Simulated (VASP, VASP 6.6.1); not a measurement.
# Lattice constants of NbB₂ from PBEsol: both axes within 1 %, axial ratio too large

## The measurement

The reference is the stoichiometric sample in "Evidence of unconventional superconductivity in the Ni-doped NbB2 system" (2018, arXiv:1810.09976), an arc-melted polycrystal measured by powder X-ray diffraction. Rietveld refinement gave a = 3.1125 ± 0.0005 Å, c = 3.2653 ± 0.0004 Å and a cell volume of 27.395 ± 0.006 Å³. The sample was measured as cast and the fit was of modest quality (S = 4.21), so the fit errors need not cover the whole uncertainty. The volume follows from the same a and c and is no independent test.

A second polycrystal, made by solid-state reaction at 1700 °C, gave a = 3.111 Å and c = 3.267 Å with Cu Kα radiation ("Electron Transport in Diborides: Observation of Superconductivity in ZrB2", 2001, arXiv:cond-mat/0104323). The two samples differ by less than 0.1 % in either length.

| compared with | measured | source's wording or label | method |
| --- | --- | --- | --- |
| lattice constant a of the conventional cell (Å) | 3.1125 ± 0.0005 | a of stoichiometric NbB2 | powder XRD, Rietveld * |
| lattice constant c of the conventional cell (Å) | 3.2653 ± 0.0004 | c of stoichiometric NbB2 | powder XRD, Rietveld * |
| volume of the conventional cell (Å³) | 27.395 ± 0.006 | unit cell volume of stoichiometric NbB2 | powder XRD, Rietveld |
| lattice constant a of the conventional cell (Å) | 3.111 | – | X-ray diffraction, Cu K-alpha |
| lattice constant c of the conventional cell (Å) | 3.267 | – | X-ray diffraction, Cu K-alpha |

Where a quantity has several values, deviations refer to the one marked *.

Conditions are those given with the value in the passage it was taken from; "not stated" means there, and the paper may say more elsewhere. The values are a selection: others may have been left out beforehand as unlike or outlying.

## Model and target

We want the equilibrium cell of stoichiometric NbB₂, a nonmagnetic metal of the AlB₂ type, from a full relaxation of the three-atom cell in P6/mmm. All atoms sit on positions fixed by symmetry, so only a and c are free.

We count a and c within 1 % and the volume within 2 % as success. A good semilocal functional should reach this in a stiff, densely bonded solid. The limit also leaves room for what the static calculation omits: zero-point motion and thermal expansion, which together should make the measured cell longer by roughly a few tenths of a per cent. Composition matters as well. NbB₂ has a homogeneity range, and metal vacancies on the boron-rich side lengthen c and shorten a, so we judge the two axes separately and do not rely on the volume alone.

We go straight to PBEsol, which was designed for equilibrium properties of solids. LDA would cost about as little but usually binds too strongly and gives cells that are too small. A coarse k mesh would save time at the wrong place, since the stress in a metal depends on how well the Fermi surface is sampled. The relaxation starts from a published diffraction cell (a = 3.110 Å, c = 3.270 Å), slightly shorter in a and longer in c than the reference, stretched by 3 % in volume so that the run has to find its own minimum. Checks of mesh and cutoff follow, then one neighbouring functional for scale.

System: NbB2; P6/mmm (No. 191), 3 atoms in the cell; conventional a = 3.110, c = 3.270 A, from a published structure refinement (COD).

On the selection of runs and values: Further runs on this system are not shown.

## 1. PBEsol on a dense mesh

We relax the cell with PBEsol at 450 eV on a 14×14×12 mesh, and relax it a second time so that the plane-wave basis fits the final cell. We expect both axes slightly short of the measured ones, by well under 1 %.

**Run 1.** VASP 6.6.1: PBEsol; 450 eV, 14x14x12 k mesh; cell and atoms relaxed, relaxed twice.

Key lines of the input:
```
ALGO = Normal
EDIFF = 1E-06
EDIFFG = -0.006
ENCUT = 450
GGA = PS
IBRION = 2
ISIF = 3
ISMEAR = 1
NBANDS = 15
NELM = 100
NSW = 50
PREC = Accurate
SIGMA = 0.15
KPOINTS: Gamma, 14 14 12
PAW data sets: Nb_sv B (PBE 64)
```

Command:
```
mpirun -np 4 vasp_std
```

Selected lines of the output:
```
     3.095759385  0.000000000  0.000000000     0.323022521  0.186497139  0.000000000
     0.000000000  0.000000000  3.284970077     0.000000000  0.000000000  0.304416776
```

Converged; 1.7 min on 4 cores of AMD EPYC 7R43 64, shared host.

| quantity | run 1 | measured | deviation |
| --- | --- | --- | --- |
| lattice constant a of the conventional cell (Å) | 3.0958 | 3.1125 ± 0.0005 | −0.0167 (−0.5 %) |
| lattice constant c of the conventional cell (Å) | 3.2850 | 3.2653 ± 0.0004 | +0.0197 (+0.6 %) |
| volume of the conventional cell (Å³) | 27.264 | 27.395 ± 0.006 | −0.131 (−0.5 %) |
| space group at the end | P6/mmm |  |  |
| pressure left at the end (GPa) | 0.0433 |  |  |

Both axes and the volume are within the target, but c is 0.6 % too long where we had expected it slightly short. With a 0.5 % too short, the computed cell has c/a = 1.061 against 1.049 in the reference, and the two errors partly cancel in the volume.

Metal vacancies in the measured sample would not explain this. They lengthen c and shorten a, so a deficient sample should lie closer to our cell than a stoichiometric one, and correcting for them would widen the difference. The error in shape therefore needs a check on the numerical side first.

## 2. Denser mesh and higher cutoff

We repeat the PBEsol relaxation once with an 18×18×16 mesh and once with a 600 eV cutoff, changing one setting at a time. In a metal, incomplete sampling can act differently on the stress along a and along c, so the mesh is the first suspect for a wrong axial ratio. We expect shifts well below the deviations from experiment; if so, the shape of the cell does not come from either setting.

**Run 2.** VASP 6.6.1: PBEsol; 450 eV, 18x18x16 k mesh; cell and atoms relaxed, relaxed twice.

Key lines of the input, as changed from run 1:
```diff
- KPOINTS: Gamma, 14 14 12
+ KPOINTS: Gamma, 18 18 16
```

Selected lines of the output:
```
     3.095300882  0.000000000  0.000000000     0.323070370  0.186524765  0.000000000
     0.000000000  0.000000000  3.285893818     0.000000000  0.000000000  0.304331197
```

Converged; 3.3 min of wall time.

**Run 3.** VASP 6.6.1: PBEsol; 600 eV, 14x14x12 k mesh; cell and atoms relaxed, relaxed twice.

Key lines of the input, as changed from run 1:
```diff
- ENCUT = 450
+ ENCUT = 600
```

Selected lines of the output:
```
     3.095942126  0.000000000  0.000000000     0.323003454  0.186486131  0.000000000
     0.000000000  0.000000000  3.285091340     0.000000000  0.000000000  0.304405539
```

Converged; 2.1 min of wall time.

| quantity | run 2 | run 3 | measured |
| --- | --- | --- | --- |
| lattice constant a of the conventional cell (Å) | 3.0953 | 3.0959 | 3.1125 ± 0.0005 |
| lattice constant c of the conventional cell (Å) | 3.2859 | 3.2851 | 3.2653 ± 0.0004 |
| volume of the conventional cell (Å³) | 27.264 | 27.269 | 27.395 ± 0.006 |
| space group at the end | P6/mmm | P6/mmm |  |
| pressure left at the end (GPa) | 0.0537 | 0.0610 |  |

Neither setting accounts for the shape of the cell. The denser mesh and the higher cutoff each move a and c by less than 0.001 Å, against deviations from experiment of 0.017 and 0.020 Å. Differences this small may also come from where the relaxations stop, so we do not assign them to mesh or cutoff. The volume stays within 0.01 Å³ of the first run, and PBEsol meets the target on both axes in all three runs.

## 3. Is the axial ratio particular to PBEsol?

We had planned one neighbouring functional for scale. The excess in c/a is a reason to take two, one on either side of PBEsol in construction: LDA, with no gradient terms, and the meta-GGA r2SCAN. LDA keeps the other settings of the first run, while the r2SCAN run also includes the non-spherical gradient terms inside the PAW spheres. We expect LDA to give a clearly smaller volume. The ratio c/a is of more interest: if it stays too high in both, the excess is not a peculiarity of PBEsol, and the sample deserves a second look as well.

**Run 4.** VASP 6.6.1: LDA; 450 eV, 14x14x12 k mesh; cell and atoms relaxed, relaxed twice.

Key lines of the input, as changed from run 1:
```diff
- GGA = PS
+ GGA = CA
- PAW data sets: Nb_sv B (PBE 64)
+ PAW data sets: Nb_sv B (LDA 64)
```

Converged; 2.3 min of wall time.

**Run 5.** VASP 6.6.1: r2SCAN; 450 eV, 14x14x12 k mesh; cell and atoms relaxed, LASPH on.

Key lines of the input, as changed from run 1:
```diff
- GGA = PS
+ LASPH = .TRUE.
+ METAGGA = R2SCAN
```

Converged; 4.5 min of wall time.

| quantity | run 4 | run 5 | measured |
| --- | --- | --- | --- |
| lattice constant a of the conventional cell (Å) | 3.0754 | 3.1030 | 3.1125 ± 0.0005 |
| lattice constant c of the conventional cell (Å) | 3.2730 | 3.3194 | 3.2653 ± 0.0004 |
| volume of the conventional cell (Å³) | 26.808 | 27.679 | 27.395 ± 0.006 |
| space group at the end | P6/mmm | P6/mmm |  |
| pressure left at the end (GPa) | −0.0310 | −0.0808 |  |

The excess in c/a is not particular to PBEsol. LDA gives 1.064 and r2SCAN 1.070, against 1.061 for PBEsol and 1.049 in the reference, so all three functionals make the cell too long along c relative to a.

LDA contracts the cell, as we had anticipated. Its c is close to experiment, but a is 1.2 % too short and misses the target, and the volume misses narrowly at 2.1 % too small. r2SCAN has the best a of the three, 0.3 % short, but its c is 1.7 % too long and fails. Its volume, 1.0 % too large, passes only because the two axes err in opposite directions.

A second look at the sample does not resolve the matter. The other polycrystal, prepared by a different route, has nearly the same axial ratio, 1.050, which speaks against an accident of the arc-melted one. Both could still share a departure from the ideal composition, though metal vacancies would act in the wrong direction. On the computational side, the three functionals share one program and the same type of PAW data set for niobium, so their agreement in sign does not exclude a common error from that source. We leave the cause open.

## Collected results

| run | settings | lattice constant a of the conventional cell (Å) | lattice constant c of the conventional cell (Å) | volume of the conventional cell (Å³) | cost |
| --- | --- | --- | --- | --- | --- |
| 1 | PBEsol, 450 eV, 14x14x12 k mesh, relaxed twice | 3.0958 | 3.2850 | 27.264 | 6.7 core-min |
| 2 | PBEsol, 450 eV, 18x18x16 k mesh, relaxed twice | 3.0953 | 3.2859 | 27.264 | 13 core-min |
| 3 | PBEsol, 600 eV, 14x14x12 k mesh, relaxed twice | 3.0959 | 3.2851 | 27.269 | 8.6 core-min |
| 4 | LDA, 450 eV, 14x14x12 k mesh, relaxed twice | 3.0754 | 3.2730 | 26.808 | 9.1 core-min |
| 5 | r2SCAN, 450 eV, 14x14x12 k mesh, LASPH on | 3.1030 | 3.3194 | 27.679 | 18 core-min |
|  | measured | 3.1125 ± 0.0005 | 3.2653 ± 0.0004 | 27.395 ± 0.006 |  |

Further runs on the same system, made beside this series (convergence steps with loose settings among them):

| further | settings | lattice constant a of the conventional cell (Å) | lattice constant c of the conventional cell (Å) | volume of the conventional cell (Å³) | cost |
| --- | --- | --- | --- | --- | --- |
| F1 | r2SCAN + rVV10, 450 eV, 14x14x12 k mesh, LASPH on | 3.1009 | 3.3135 | 27.593 | 22 core-min |
| F2 | vdW-DF-cx, 450 eV, 14x14x12 k mesh, LASPH on | 3.1032 | 3.3035 | 27.551 | 12 core-min |
| F3 | PBEsol + D3(BJ), 450 eV, 14x14x12 k mesh, relaxed twice | 3.0733 | 3.2528 | 26.607 | 11 core-min |
| F4 | PBEsol+U (Nb 2 eV), 450 eV, 14x14x12 k mesh, LASPH on | 3.1005 | 3.3128 | 27.580 | 5 core-min |
| F5 | LDA+U (Nb 2 eV), 450 eV, 14x14x12 k mesh, relaxed twice, LASPH on | 3.0797 | 3.3015 | 27.117 | 6.2 core-min |
| F6 | PBEsol + D4, 450 eV, 14x14x12 k mesh, relaxed twice | 3.0857 | 3.2599 | 26.882 | 8.1 core-min |
| F7 | PBEsol, 320 eV, 14x14x12 k mesh, relaxed twice | 3.0926 | 3.2814 | 27.180 | 5.6 core-min |
| F8 | PBEsol, 450 eV, 7x7x6 k mesh, relaxed twice | 3.0896 | 3.3017 | 27.294 | 2 core-min |
|  | measured | 3.1125 ± 0.0005 | 3.2653 ± 0.0004 | 27.395 ± 0.006 |  |

## Outcome

PBEsol meets the target on all three quantities: a is 0.5 % too short, c 0.6 % too long and the volume 0.5 % too small, for 6.7 core-minutes. The volume agrees partly because the errors in a and c cancel. The axial ratio is the weaker result, at 1.061 against 1.049 measured.

Of the two numerical settings, the mesh needs more care. A 7×7×6 mesh puts c 1.1 % too long, outside the target, whereas going from 14×14×12 to 18×18×16 changes it by less than 0.001 Å. Raising the cutoff to 600 eV has as little effect. LDA fails on a and, narrowly, on volume; r2SCAN fails on c.

Among the further runs, PBEsol with D4 also meets the target. It brings c within 0.2 % but leaves a 0.9 % short and the volume only just inside its limit. D3(BJ) shortens a too far, and a U of 2 eV on niobium makes c too long. Every level shown gives too large an axial ratio.

Zero-point motion and thermal expansion, roughly a few tenths of a per cent in length, would bring the PBEsol a closer to experiment but take c further away, towards the 1 % limit. They may therefore account for part of the error in a, but not for the error in shape. Metal vacancies in the sample do not explain it either, since they would raise the measured ratio towards the computed one.

The cause of the excess in c/a remains open. The second sample supports the measured ratio, while all the calculations share one program and closely related potentials. The PBEsol runs also omit the non-spherical gradient terms inside the PAW spheres, whose effect is not isolated here. An all-electron calculation with PBEsol would test both points.

[Logs are printed without paths, hosts, clocks, repeated set-up lines and the standing remarks that a program may print on its own settings, such as how far it seeks lower states.]

[The runs shown are a pick from a larger set of finished runs; failed, doubtful and other runs were left out of it ahead of writing. So were measured values far from every level or from commonly accepted values, and agreement can look better than it is. Lines of input and output are excerpts and may be shortened.]
